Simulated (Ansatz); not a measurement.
CuO (Tenorite):

```
Cu O
1.0
     2.34185   -1.71130    0.00000
     2.34185    1.71130    0.00000
    -0.85003    0.00000    5.05787
Cu O
2 2
Direct
  0.50000 0.00000 0.50000
  0.00000 0.50000 0.00000
  0.41840 0.58160 0.75000
  0.58160 0.41840 0.25000
```

```yaml
Program: Ansatz 0.2.0
Task: relaxation of cell and atoms
Functional: r2SCAN
Potentials_or_basis: Ansatz PAW
Cutoff: "500 eV (not typed: the program's choice for these potentials)"
k_mesh: 10 × 10 × 5
Occupations: fermi-dirac, width 0.05 eV
Spin: no spin polarisation
Hubbard_terms: Cu d U = 3 eV
```

At the start: volume 10.13 Å³/atom.

Problem. How do energy, volume and symmetry change on relaxing?

Solution. It ends after 16 steps and the volume is 10.82 Å³/atom (+6.7 %); space group P4_2/mmc (No. 131, to 0.05 Å).

Step by step:
| step | energy change (eV) | largest force (eV/Å) | volume (Å³) |
| --- | --- | --- | --- |
| 1 | 0.0000 | 0.2118 | 40.54 |
| 2 | -0.0088 | 0.1798 | 40.82 |
| 3 | -0.0262 | 0.1401 | 41.09 |
| 4 | -0.0389 | 0.1129 | 42.86 |
| 5 | -0.0488 | 0.0704 | 42.92 |
| 6 | -0.0547 | 0.0011 | 42.97 |
| 7 | -0.0550 | 0.0010 | 43.00 |
| 8 | -0.0551 | 0.0009 | 43.02 |
| 9 | -0.0551 | 0.0004 | 43.04 |
| 10 | -0.0629 | 0.0001 | 43.04 |
| 11 | -0.0625 | 0.0008 | 43.65 |
| 12 | -0.0645 | 0.0608 | 43.26 |
| 13 | -0.0659 | 0.0013 | 43.26 |
| 14 | -0.0659 | 0.0007 | 43.26 |
| 15 | -0.0659 | 0.0012 | 43.27 |
| 16 | -0.0663 | 0.0012 | 43.27 |

Final structure:
```yaml
crystal:
  lattice:
    - [2.05430, -2.04333, 0.15850]
    - [2.05430, 2.04333, 0.15850]
    - [-0.40333, 0.00000, 5.12271]
  atoms:
    - { symbol: Cu, position: [0.50000, 0.00000, 0.50000] }
    - { symbol: Cu, position: [0.00000, 0.50000, 0.00000] }
    - { symbol: O, position: [0.49948, 0.50052, 0.75000] }
    - { symbol: O, position: [0.50052, 0.49948, 0.25000] }
```

Caveat: the plane-wave basis is chosen anew once the cell has moved, so the energies of steps on either side of that aren't comparable; the run has no spin polarisation, though such a crystal can be magnetic; U without spin polarisation on a metal has little footing; the PAW data sets come from PBE, with cores solved anew for the run's functional, which leaves a small shift of forces and pressure.
